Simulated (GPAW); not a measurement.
Set up this calculation in GPAW 26.7.0, as an ASE script.

```
Task                      : band structure
Functional                : PBEsol
Potentials or basis       : PAW data sets generated in the run's folder for this functional
Cutoff                    : 800 eV
Basis                     : pw
k mesh                    : 10 × 10 × 6
Occupations               : fermi-dirac, width 0.05 eV
Spin                      : spin-orbit coupling, no magnetisation
Maxiter                   : 150
Band path                 : GMKGALHA,LM,KH
Band points               : 100
spin axis theta (degrees) : 0
spin axis phi (degrees)   : 0
Soc after scf             : second variation
```

Ta2N:

```
Ta N
1.0
     3.11286    0.00000    0.00000
    -1.55643    2.69582    0.00000
     0.00000    0.00000    4.86984
Ta N
2 1
Direct
  0.33333 0.66667 0.25471
  0.66667 0.33333 0.74529
  0.00000 0.00000 0.00000
```

The cell comes from a database or a generator and needn't be the stable form of this composition.

The input as run:

run.py

```python
import numpy as np
from ase import Atoms
from ase.dft.bandgap import bandgap
from ase.io import write
from ase.units import GPa
from gpaw import GPAW, PW, setup_paths
from gpaw.spinorbit import soc_eigenstates

setup_paths.insert(0, '.')

atoms = Atoms(['Ta', 'Ta', 'N'],
              cell=[[3.112861506, 0.0, 0.0],
                    [-1.556430753, 2.6958171426, 0.0],
                    [0.0, 0.0, 4.869841]],
              scaled_positions=[[0.3333333333, 0.6666666667, 0.254711],
                                [0.6666666667, 0.3333333333, 0.745289],
                                [0.0, 0.0, 0.0]],
              pbc=True)

calc = GPAW(mode=PW(800),
            xc='PBEsol',
            kpts={'size': (10, 10, 6), 'gamma': True},
            occupations={'name': 'fermi-dirac', 'width': 0.05},
            nbands=30,
            convergence={'density': 1e-05, 'energy': 1e-05},
            maxiter=150,
            txt='gpaw.txt')
atoms.calc = calc
energy = atoms.get_potential_energy()
forces = atoms.get_forces()
stress = atoms.get_stress()
calc.write('gs.gpw')
write('result.traj', atoms)
print(f'Energy: {energy:.6f} eV')
print('Forces (eV/A):')
print(forces.round(4))
print('Stress (GPa):', (stress / GPa).round(3))
print('Fermi level:', round(calc.get_fermi_level(), 4), 'eV')
print(f'Gap: {bandgap(calc)[0]:.4f} eV, direct: {bandgap(calc, direct=True)[0]:.4f} eV')

path = atoms.cell.bandpath('GMKGALHA,LM,KH', npoints=100, eps=1e-4)
bs_calc = calc.fixed_density(kpts=path, symmetry='off', nbands=44,
                             convergence={'bands': 'CBM+6.0', 'eigenstates': 1e-6}, txt='bands.txt')
bs = bs_calc.band_structure()
bs.write('bs.json')
print(f'Gap on the path: {bandgap(bs_calc)[0]:.4f} eV')

soc = soc_eigenstates(bs_calc, theta=0, phi=0)
np.savetxt('soc_bands.dat', soc.eigenvalues(), fmt='%.4f')
mesh = soc_eigenstates('gs.gpw', theta=0, phi=0)
np.savetxt('soc_mesh.dat', mesh.eigenvalues(), fmt='%.4f')
print('Fermi level with spin-orbit coupling:', round(mesh.fermi_level, 4), 'eV')
```

Potentials or basis: PAW data sets generated in the run's folder for this functional, pw.

Run with:

```bash
$ gpaw-setup -f PBEsol N Ta
$ OMP_NUM_THREADS=1 python run.py
```

It gave:

The pressure is -9.0 GPa, the largest force is 0.262 eV/Å and the band gap along the path is none (metal or under the smearing width).

Caveat: spin-orbit coupling was added after a scalar SCF, so levels and gaps hold it while energy, forces, pressure and moments don't; this program's spin-orbit splittings come out too wide for heavy elements.

Wall time 2.3 min on 1 thread of Arm Neoverse V2, on a shared host, peak memory 0.61 GiB.
